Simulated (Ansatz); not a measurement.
# Zr3Si2: the cost of one run

Program: Ansatz 0.2.0. Level of theory: DFT PBE, scalar-relativistic, plane waves, PAW. These are calculated values, not measurements.

**1. The system as given**

It takes space group R-3m (No. 166, trigonal). Conventional cell: a = 4.466 Å, b = 4.466 Å, c = 8.944 Å, α = 90.00°, β = 90.00°, γ = 120.00°. Zr (site symmetry 2/m) has 2 Si at 1.51 Å as nearest neighbours. Around Si (site symmetry 3m) lie 1 Si at 1.39 Å and 3 Zr at 1.51 Å.

As a file:

```
CELL_PARAMETERS angstrom
2.23302 1.28923 2.98126
-2.23302 1.28923 2.98126
0.00000 -2.57847 2.98126
ATOMIC_POSITIONS crystal
Zr 0.00000 0.00000 0.50000
Zr 0.50000 0.00000 0.00000
Zr 0.00000 0.50000 0.00000
Si 0.07788 0.07788 0.07788
Si 0.92212 0.92212 0.92212
```

A structure generator made this guess: random cell by space group and Wyckoff sites (R-3m, No. 166). Its size is a rough estimate.

**2. Probe: one point on a coarse mesh**

Contents of input.yaml:

```yaml
crystal:
  lattice:
    - [2.2330189, 1.28923407, 2.98126246]
    - [-2.2330189, 1.28923407, 2.98126246]
    - [0.0, -2.57846813, 2.98126246]
  atoms:
    - { symbol: Zr, position: [0.0, 0.0, 0.5] }
    - { symbol: Zr, position: [0.5, 0.0, 0.0] }
    - { symbol: Zr, position: [0.0, 0.5, 0.0] }
    - { symbol: Si, position: [0.07788485, 0.07788485, 0.07788485] }
    - { symbol: Si, position: [0.92211515, 0.92211515, 0.92211515] }
basis:
  ecutwfc: 420
kpoints:
  mp_grid: { grid: [6, 6, 6] }
hamiltonian:
  xc: pbe
scf:
  occupations: { method: gaussian, width: 0.1 }
  lower_state_search: "off"
output:
  forces: true
  stress: true
  eigenvalues: true
```

Command:

```sh
ansatz run input.yaml --threads 1 --pin off --max-ram 2560MiB --backend cpu --events-out ev --progress --plain --runs-dir out
```

**Question.** How long does this run take on 1 thread of Intel Xeon at 2.50GHz (Skylake/Cascade Lake), shared host, and how much memory does it need?

About 8.3 s, with a peak of 0.36 GiB.
